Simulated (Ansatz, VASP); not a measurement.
This is a calculation of CdTe for Ansatz 0.2.0. 

Contents of input.yaml:

```yaml
crystal:
  lattice:
    - [0.0, 3.205, 3.205]
    - [3.205, 0.0, 3.205]
    - [3.205, 3.205, 0.0]
  atoms:
    - { symbol: Te, position: [0.75, 0.75, 0.75] }
    - { symbol: Cd, position: [0.0, 0.0, 0.0] }
hamiltonian:
  xc: lda
  pseudopotentials: { kind: paw }
kpoints:
  mp_grid: { grid: [7, 7, 7] }
scf:
  occupations: { method: fermi_dirac, width: 0.05 }
output:
  forces: true
  stress: true
relax:
  f_tol: 0.01
  max_steps: 40
  cell: { stress_tol: 0.05 }
```

Potentials or basis: Ansatz PAW.

Command:

```console
$ ansatz run input.yaml --threads 2 --pin off --max-ram 5632MiB --backend cpu --events-out ev --progress --plain --runs-dir out
```

Task: Set up the same calculation for VASP 6.6.1. Potentials or basis there: LDA PAW files Cd, Te, 600 eV.

Result: As run (cutoffs and basis follow the program's own potentials, and thresholds, step limits or extra output files can differ):

Contents of INCAR:

```
PREC = Accurate
ENCUT = 600
EDIFF = 1E-6
ISMEAR = -1
SIGMA = 0.05
LREAL = F
LASPH = T
NELM = 80
ALGO = Fast
ISIF = 3
LWAVE = F
LCHARG = F
IBRION = 2
NSW = 60
EDIFFG = -0.01
```

Contents of KPOINTS:

```
regular mesh
0
Gamma
  7 7 7
```

Contents of POSCAR:

```
CdTe
1.0
    0.0000000000      3.2050000000      3.2050000000
    3.2050000000      0.0000000000      3.2050000000
    3.2050000000      3.2050000000      0.0000000000
Te Cd
1 1
Direct
    0.7500000000      0.7500000000      0.7500000000
    0.0000000000      0.0000000000      0.0000000000
```

Potentials or basis: VASP PAW LDA potentials, release 64 (Te, Cd).

Command:

```console
$ cat potpaw_LDA.64/Te/POTCAR potpaw_LDA.64/Cd/POTCAR > POTCAR
$ mpirun -np 1 vasp_std > vasp.out
```

Both were run:

|  | Ansatz | VASP |
| --- | --- | --- |
| Relaxed volume | 32.92 Å³/atom | 33.08 Å³/atom |
| Relaxed cell | a = 4.533 Å, b = 4.533 Å, c = 4.533 Å, α = 60.00°, β = 60.00°, γ = 60.00° | a = 4.540 Å, b = 4.540 Å, c = 4.540 Å, α = 60.00°, β = 60.00°, γ = 60.00° |
| Space group after relaxing | F-43m (No. 216) | F-43m (No. 216) |
| Pressure after relaxing | 0.0 GPa | 0.0 GPa |

Ansatz's pressure holds a Pulay term of +0.03 GPa for its cutoff of 420 eV, which the other run lacks.

The potentials hold 36 and 18 valence electrons a cell.

Ansatz's potentials were made for PBE.

Where Ansatz's input types no cutoff or centring, it takes its own default and a Γ-centred mesh.

The two programs' LDA may be different fits to the electron gas.

Pressure is positive in compression.
